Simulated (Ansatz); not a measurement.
# K: the cost of one run

Computed with Ansatz 0.2.0 (DFT PBEsol, scalar-relativistic, plane waves, PAW).

### Step 1. The system as given

Symmetry: Pm-3m, No. 221, cubic system. Conventional cell: a = 4.310 Å, b = 4.310 Å, c = 4.310 Å, α = 90.00°, β = 90.00°, γ = 90.00°. K (site symmetry m-3m) has 6 K at 4.31 Å as nearest neighbours.

Coordinates:

```
CELL_PARAMETERS angstrom
4.31044 0.00000 0.00000
0.00000 4.31044 0.00000
0.00000 0.00000 4.31044
ATOMIC_POSITIONS crystal
K 0.00000 0.00000 0.00000
```

The structure comes from the Materials Project (structure only).

### Step 2. Functional and cell changed: PBEsol

What differs from the listed cell: strain xx, yy, zz, yz, xz, xy = -2.4, -2.4, -2.4, +0.0, +0.0, +0.0 %.

File input.yaml:

```yaml
crystal:
  lattice:
    - [4.205868228, 0.0, 0.0]
    - [0.0, 4.205868228, 0.0]
    - [0.0, 0.0, 4.205868228]
  atoms:
    - { symbol: K, position: [0.0, 0.0, 0.0] }
basis:
  ecutwfc: 420
kpoints:
  mp_grid: { grid: [10, 10, 10] }
hamiltonian:
  xc: pbesol
scf:
  occupations: { method: gaussian, width: 0.1 }
output:
  forces: true
  stress: true
  eigenvalues: true
```

Command:

```bash
$ ansatz run input.yaml --threads 1 --pin off --max-ram 1331MiB --backend cpu --events-out ev --progress --plain --runs-dir out
```

**Question.** How long does this run take on 1 thread of an Arm CPU, shared host, and how much memory does it need?

About 3.1 s, with a peak of 0.3 GiB.
